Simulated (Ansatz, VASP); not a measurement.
One calculation of TiC, two programs

```
Ti C
1.0
     0.00000    2.13364    2.13364
     2.13364    0.00000    2.13364
     2.13364    2.13364    0.00000
Ti C
1 1
Direct
  0.00000 0.00000 0.00000
  0.50000 0.50000 0.50000
```

Alike in both runs: functional PBEsol; k mesh 16 × 16 × 16; occupations gaussian, width 0.1 eV; no spin polarisation.

Ansatz relaxed the structure, and its values are those at the end. VASP's run is a single point on that final structure, the one shown.

|  | VASP | Ansatz |
| --- | --- | --- |
| version | VASP 6.6.1 | Ansatz 0.2.0 |
| potentials or method | VASP PAW PBE potentials, release 64 (Ti_sv, C) | scalar-relativistic, plane waves, PAW |
| plane-wave cutoff (eV) | 520 | 420 |
| valence electrons in the cell | 16 | 16 |

Ansatz gave:

* gap on the k mesh at the Fermi level (eV): none
* pressure (GPa): 5.0

Q: Which values does VASP return?

A: gap on the k mesh at the Fermi level (eV): none; pressure (GPa): 5.3.

A gap of «none» marks a metal or a gap that the smearing closes. With one functional, cell and mesh, what is left measures potentials, basis and numerics.

Caveats: the PAW data sets were made with another functional, which shifts forces and pressure a little (VASP).
